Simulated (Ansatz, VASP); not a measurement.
Two plane-wave programs on LiF

```xyz
2
Lattice="0.0000 2.0147 2.0147 2.0147 0.0000 2.0147 2.0147 2.0147 0.0000" Properties=species:S:1:pos:R:3 pbc="T T T"
Li    0.0000    0.0000    0.0000
F     2.0147    2.0147    2.0147
```

Alike in both runs: task single point; functional r2SCAN; k mesh 10 × 10 × 10; occupations gaussian, width 0.02 eV; no spin polarisation.

|  | VASP | Ansatz |
| --- | --- | --- |
| version | VASP 6.6.1 | Ansatz 0.2.0 |
| potentials or method | VASP PAW PBE potentials, release 64 (Li_sv, F) | scalar-relativistic, plane waves, PAW |
| plane-wave cutoff (eV) | 520 | 500 |
| valence electrons in the cell | 10 | 10 |

Ansatz gave:

| Item | Value |
| --- | --- |
| gap on the k mesh at the Fermi level (eV) | 10.05 |
| least direct gap on the mesh (eV) | 10.05 |

Question: Which values does VASP return?

Answer: gap on the k mesh at the Fermi level (eV): 10.26; least direct gap on the mesh (eV): 10.26.

 A k mesh can miss the band edges. r2SCAN opens gaps a little over a GGA but as a rule still falls short of measured ones.
